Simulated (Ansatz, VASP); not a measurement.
This is a calculation of Cu3Au (Auricupride) for Ansatz 0.2.0.

The input input.yaml:

```yaml
crystal:
  lattice:
    - [3.74, 0.0, 0.0]
    - [0.0, 3.74, 0.0]
    - [0.0, 0.0, 3.74]
  atoms:
    - { symbol: Au, position: [0.0, 0.0, 0.0] }
    - { symbol: Cu, position: [0.5, 0.5, 0.0] }
    - { symbol: Cu, position: [0.5, 0.0, 0.5] }
    - { symbol: Cu, position: [0.0, 0.5, 0.5] }
hamiltonian:
  xc: pbe
  pseudopotentials: { kind: paw }
kpoints:
  mp_grid: { grid: [7, 7, 7] }
scf:
  occupations: { method: gaussian, width: 0.011 }
output:
  forces: true
  stress: true
  eigenvalues: true
```

Potentials or basis: Ansatz PAW.

Launch:

```sh
$ ansatz run input.yaml --threads 2 --pin off --max-ram 5632MiB --backend cpu --events-out ev --progress --plain --runs-dir out
```

Translate it to VASP 6.6.1. Potentials there: VASP PAW PBE potentials, release 64 (Au, Cu).

As run (the cutoff follows the program's own potentials):

Contents of INCAR:

```
PREC = Accurate ; ENCUT = 520
EDIFF = 1E-7 ; ISMEAR = 0
SIGMA = 0.011 ; LREAL = F
LASPH = T ; NELM = 100
ALGO = Normal ; ISIF = 2
LWAVE = F ; LCHARG = T
GGA = PE ; LELF = T
LVHAR = T
```

The input KPOINTS:

```
regular mesh
0
Gamma
  7 7 7
```

Contents of POSCAR:

```
Cu3Au
1.0
    3.7400000000      0.0000000000      0.0000000000
    0.0000000000      3.7400000000      0.0000000000
    0.0000000000      0.0000000000      3.7400000000
Au Cu
1 3
Direct
    0.0000000000      0.0000000000      0.0000000000
    0.5000000000      0.5000000000      0.0000000000
    0.5000000000      0.0000000000      0.5000000000
    0.0000000000      0.5000000000      0.5000000000
```

Potentials or basis: VASP PAW PBE potentials, release 64 (Au, Cu).

Launch:

```sh
$ cat potpaw_PBE.64/Au/POTCAR potpaw_PBE.64/Cu/POTCAR > POTCAR
$ mpirun -np 1 vasp_std > vasp.out
```

Both were run:

|  | VASP | Ansatz | Ansatz less VASP |
| --- | --- | --- | --- |
| gap on the k mesh at the Fermi level (eV) | none | none | - |
| pressure (GPa) | 5.3 | 5.0 | -0.24 |

A gap of «none» marks a metal or a gap that the smearing closes. The two sets of potentials don't hold the same shells in valence.

Spin-orbit coupling is left out, which matters for the levels of Au.
